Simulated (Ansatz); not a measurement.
Runs of Ansatz 0.2.0 on TiO2 (Anatase). Symmetry: I4_1/amd, No. 141, tetragonal system. Conventional cell: a = 3.784 Å, b = 3.784 Å, c = 9.515 Å, α = 90.00°, β = 90.00°, γ = 90.00°. Ti (site symmetry -4m2) is surrounded by 6 O at 1.93 to 1.98 Å. Around O (site symmetry 2mm) lie 3 Ti at 1.93 to 1.98 Å. 

| task | level | potentials or basis | U | cell | cutoff (eV) | hubbard projectors | double counting | gap on the mesh (eV) | pressure (GPa) | relaxed volume (Å³/atom) | largest force (eV/Å) |
| --- | --- | --- | --- | --- | --- | --- | --- | --- | --- | --- | --- |
| relaxation of cell and atoms | PBE | PseudoDojo standard (PBE files) | - | relaxed | 1143 | - | - | (c) | 0.0 | 11.64 | 0.01 |
| relaxation of cell and atoms | PBE+D3(BJ) | Ansatz PAW | - | relaxed | 420 | - | - | 2.12 | 0.0 | 11.44 | - |
| projected density of states | PBE+U | Ansatz PAW | Ti d U = 4 eV | as given | 420 | ortho-atomic (the default) | fll (the default) | 2.65 | 8.5 | - | (a) |
| relaxation of cell and atoms | PBEsol+U | Ansatz PAW | Ti d U = 8 eV | relaxed | 420 | ortho-atomic (the default) | fll (the default) | 3.31 | 0.0 | (b) | - |

Alike in all rows: no spin polarisation; k mesh 10 × 10 × 10; smearing fermi-dirac 0.05 eV.

Task: Estimate the missing entries.

Result: (a) 0.06; (b) 11.78; (c) 2.16.

Caveats: the plane-wave basis is chosen anew once the cell has moved, so the energies of steps on either side of that aren't comparable (some runs); the density of states is complete only up to the lowest level of the last band computed (some runs); the PAW data sets come from PBE, with cores solved anew for the run's functional, which leaves a small shift of forces and pressure (some runs).

A k mesh can miss the band edges.

Not every run made on this cell is shown here.
